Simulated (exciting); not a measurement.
## W: single point with PBE

W:

```xyz
1
Lattice="-1.5823 1.5823 1.5823 1.5823 -1.5823 1.5823 1.5823 1.5823 -1.5823" Properties=species:S:1:pos:R:3 pbc="T T T"
W     0.0000    0.0000    0.0000
```

- Program: exciting (release sodium)
- Task: single point
- Functional: PBE
- Potentials or basis: all-electron LAPW+lo, shipped species files, valence relativity iora*
- rgkmax: 9
- k mesh: 12 × 12 × 12
- Occupations: fermi-dirac, width 0.05 eV
- Spin: no spin polarisation

* Band gap on the k mesh: none (metal or under the smearing width)
* All electrons inside the program's atomic spheres: W 71.30 (radii W 2.3 bohr)

Levels at points of the mesh, in eV from the Fermi level:
```
           k point  band 11  band 12  band 13  band 14  band 15  band 16  band 17  band 18
(0.00, 0.00, 0.00)   -28.14    -9.56    -1.16    -1.16    -1.16     2.33     2.33    14.64
(0.50, 0.00, 0.00)   -28.17    -6.20    -3.50     0.79     2.23     3.21     6.25    11.21
(0.50, 0.50, 0.50)   -28.19    -5.76    -5.76     5.25     5.25     5.25     8.37     8.37
```

Wall time 26 s on 1 thread of Arm Neoverse V2, on a shared host, peak memory 0.09 GiB.

Caveat: the log's total energy holds no entropy term; the free energy is that total less TS from the occupations. The run has no spin-orbit coupling, so splittings on W are missing.
